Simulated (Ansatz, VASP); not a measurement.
**One calculation of MgS, two programs**

```
Mg S
1.0
     3.62862    0.00000    0.00000
    -1.81431    3.14248    0.00000
     0.00000    0.00000    6.11600
Mg S
2 2
Direct
  0.00000 0.00000 0.00000
  0.00000 0.00000 0.50000
  0.33333 0.66667 0.25000
  0.66667 0.33333 0.75000
```

Alike in both runs: task single point; functional PBE; k mesh 6 × 6 × 4; no spin polarisation.

|  | VASP | Ansatz |
| --- | --- | --- |
| version | VASP 6.6.1 | Ansatz 0.2.0 |
| potentials or method | VASP PAW PBE potentials, release 64 (Mg, S) | plane waves, PAW |
| plane-wave cutoff (eV) | 520 | 420 |
| occupations | gaussian, width 0.01 eV | fixed |
| valence electrons in the cell | 16 | 32 |

Ansatz gave:

```
gap on the k mesh at the Fermi level (eV)       : 3.44
pressure (GPa)                                  : 2.4
largest component of the traceless stress (GPa) : 0.09
```

Q: Estimate VASP's values.

A: gap on the k mesh at the Fermi level (eV): 3.43; pressure (GPa): 2.1; largest component of the traceless stress (GPa): 0.05.

The two sets of potentials don't hold the same shells in valence.

A k mesh can miss the band edges.
